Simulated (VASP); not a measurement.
Write the native input for VASP 6.6.1 that does the following.

* Task: single point
* Functional: BLYP
* Potentials or basis: VASP PAW PBE potentials, release 64 (As)
* Cutoff: 520 eV
* k mesh: 20 × 20 × 10
* Occupations: fermi-dirac, width 0.1 eV
* Spin: no spin polarisation
* Dipole correction: no
* Further INCAR settings: ALGO = Fast; EDIFF = 1e-06; NBANDS = 12

The structure of As lies in POSCAR:

```
As
1.0
    3.0171273333      0.0000000000      0.0000000000
   -1.5085636666      2.6129089171      0.0000000000
    0.0000000000      0.0000000000      5.4445239775
As
2
Direct
    0.3333333333      0.6666666667      0.2500000000
    0.6666666667      0.3333333333      0.7500000000
```

This isn't the form of As at room conditions, which is rhombohedral.

The input as run:

INCAR

```
SYSTEM = As
PREC = Accurate ; ENCUT = 520
EDIFF = 1E-6 ; ISMEAR = -1
SIGMA = 0.1 ; LREAL = .False.
LASPH = .True. ; NELM = 60
ALGO = Fast ; ISIF = 2
LWAVE = .False. ; LCHARG = .False.
GGA = B5 ; ALDAX = 1.0
AGGAX = 1.0 ; AGGAC = 1.0
ALDAC = 0.0 ; NBANDS = 12
```

KPOINTS

```
Automatic mesh
0
Gamma
  20 20 10
  0 0 0
```

Potentials or basis: VASP PAW PBE potentials, release 64 (As).

Command:

```bash
$ cat potpaw_PBE.64/As/POTCAR > POTCAR
$ mpirun -np 1 vasp_std > vasp.out
```

Results of the run:

| Quantity | Value |
| --- | --- |
| Pressure | 0.5 GPa |
| Band gap on the k mesh | none (metal or under the smearing width) |

Caveat: the PAW data sets were made with another functional, which shifts forces and pressure a little.

Wall time 110 s on 1 thread of AMD EPYC 7R43 64-Core Processor (Zen 3), with other jobs on the host, peak memory 0.2 GiB.
